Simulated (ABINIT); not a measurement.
Here is an ABINIT 10.8.3 (patched build) calculation.

File run.abi:

```
# Pseudopotentials
pp_dirpath "./"
pseudos "Pb.upf, O.upf"

# Structure
acell 3*1.0
rprim
     0.0000000000     5.1060248709     5.1060248709
     5.1060248709     0.0000000000     5.1060248709
     5.1060248709     5.1060248709     0.0000000000
ntypat 2
znucl 82 8
natom 3
typat 1 2 2
xred
     0.0000000000     0.0000000000     0.0000000000
     0.7500000000     0.7500000000     0.7500000000
     0.2500000000     0.2500000000     0.2500000000

# Plane-wave basis
ecut 952.398519 eV

# k points
kptopt 1
ngkpt 7 7 7
nshiftk 1
shiftk 0.0 0.0 0.0

# Exchange and correlation
ixc 7

# Bands and occupations
nband 17
occopt 3
tsmear 0.05 eV

# SCF cycle
nstep 100
tolvrs 1.0e-10

# Output
iomode 3
prtwf 0
prteig 0
prtebands 0
enunit 1
prtden 1
prtvha 1
prtvclmb 1
prtpot 1
prtelf 1
```

Potentials or basis: PseudoDojo NC SR LDA v0.4.1 standard.

Command:

```console
$ abinit run.abi > log 2>&1
```

Q: What does it give for the band gap on the k mesh?

A: None (metal or under the smearing width).

 The run has no spin-orbit coupling, so splittings on Pb are missing.
